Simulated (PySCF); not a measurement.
Runs of PySCF 2.14.0 on Pd. Symmetry: Fm-3m, No. 225, cubic system. Conventional cell: a = 3.893 Å, b = 3.893 Å, c = 3.893 Å, α = 90.00°, β = 90.00°, γ = 90.00°. Pd (site symmetry m-3m) has 12 Pd at 2.75 Å as nearest neighbours. 

```csv
task,level,k mesh,band path,conv_tol,max_cycle,gaussian width of the DOS,mesh quality,gap on the mesh (eV),V0 of scaled cells (Å³/atom),B0 (GPa)
band structure,PBEsol,3 × 3 × 3,"GXWKGLUWLK,UX",1e-07 Ha,60,-,coarse,none,-,-
band structure,r2SCAN,5 × 5 × 5,"GXWKGLUWLK,UX",1e-07 Ha,60,-,coarse,none,-,-
density of states,PBE,12 × 12 × 12,-,1e-07 Ha,60,0.15 eV,not flagged,none,-,-
band structure,LDA,3 × 3 × 3,"GXWKGLUWLK,UX",1e-07 Ha,60,-,coarse,none,-,-
equation of state,PBEsol,5 × 5 × 5,-,-,-,-,coarse,-,14.92,(a)
band structure,r2SCAN,3 × 3 × 3,"GXWKGLUWLK,UX",1e-07 Ha,60,-,coarse,none,-,-
equation of state,PBEsol,4 × 4 × 4,-,-,-,-,coarse,-,14.72,205
density of states,PBEsol,12 × 12 × 12,-,1e-07 Ha,60,0.15 eV,not flagged,none,-,-
```

Alike in all rows: potentials or basis DZVP-MOLOPT-SR/GTH-PBE (potentials made for PBE); no spin polarisation; cell as given; smearing fermi-dirac 0.05 eV.

Estimate the missing entries.

(a) 198.

Caveats: some runs use coarse meshes; the basis of atomic orbitals isn't converged, which shifts pressures, moduli and gaps; the potentials were made for another functional, which shifts forces and pressure (some runs); meta-GGAs need a finer uniform grid than this (some runs).

A k mesh can miss the band edges, and the runs leave out spin-orbit coupling on Pd.

A gap of «none» marks a metal or a gap under the smearing width.

Not every run made on this cell is shown here.
